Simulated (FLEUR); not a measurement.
Runs of FLEUR MaX-R8.1 (patched build s14) on BaTiO3. It takes space group P4mm (No. 99, tetragonal). The conventional cell has a = 4.000 Å, b = 4.000 Å, c = 4.018 Å, α = 90.00°, β = 90.00°, γ = 90.00°. Ba (site symmetry 4mm) has 12 O at 2.79 to 2.88 Å as nearest neighbours. Around Ti (site symmetry 4mm) lie 6 O at 1.89 to 2.13 Å. O (site symmetry 2mm) is surrounded by 2 Ti at 2.00 Å. O (site symmetry 4mm) is surrounded by 2 Ti at 1.89 to 2.13 Å. 

```csv
level,gmax,lmax,kmax,gap on the mesh (eV)
LDA (von Barth-Hedin),14.6 1/bohr,"Ba 11, Ti 8, O 6",4.72 1/bohr,1.84
RPBE,15.1 1/bohr,"Ba 11, Ti 8, O 8",4.86 1/bohr,2.03
PW91,14.6 1/bohr,"Ba 11, Ti 8, O 6",4.72 1/bohr,1.92
PBEsol,15.1 1/bohr,"Ba 11, Ti 8, O 8",4.86 1/bohr,(a)
LDA exchange alone (X-alpha),14.6 1/bohr,"Ba 11, Ti 8, O 6",4.72 1/bohr,1.84
```

Alike in all rows: task band structure; potentials or basis all-electron, FLAPW; no spin polarisation; cell as given; k mesh 7 × 7 × 7; smearing fermi-dirac 0.05 eV.

Estimate the missing entries.

(a) 1.88.

Caveats: spin-orbit coupling is left out, which moves the levels of the heavy elements; the mesh misses the band edges, which the band path finds closer together.

A k mesh can miss the band edges, and the runs leave out spin-orbit coupling on Ba.

Runs at the PBE level aren't shown here.
